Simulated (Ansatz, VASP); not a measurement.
## Nb in VASP and in Ansatz

```
Nb
1.0
    -1.66395    1.66395    1.66395
     1.66395   -1.66395    1.66395
     1.66395    1.66395   -1.66395
Nb
1
Direct
  0.00000 0.00000 0.00000
```

Alike in both runs: task band structure; functional r2SCAN; k mesh 11 × 11 × 11; occupations fermi-dirac, width 0.05 eV; no spin polarisation.

```csv
,VASP,Ansatz
version,VASP 6.6.1,Ansatz 0.2.0
potentials or method,"VASP PAW PBE potentials, release 64 (Nb_sv)",Ansatz PAW
plane-wave cutoff (eV),520,500
valence electrons in the cell,13,13
```

VASP gave:

- gap on the k mesh at the Fermi level (eV): none
- pressure (GPa): -3.6

Q: What did Ansatz give for the same quantities?

A: gap on the k mesh at the Fermi level (eV): none; pressure (GPa): -3.2.

A gap of «none» marks a metal or a gap that the smearing closes.

Caveats: the PAW data sets were made with another functional, which shifts forces and pressure a little (VASP); the PAW data sets come from PBE, with cores solved anew for the run's functional, which leaves a small shift of forces and pressure (Ansatz).
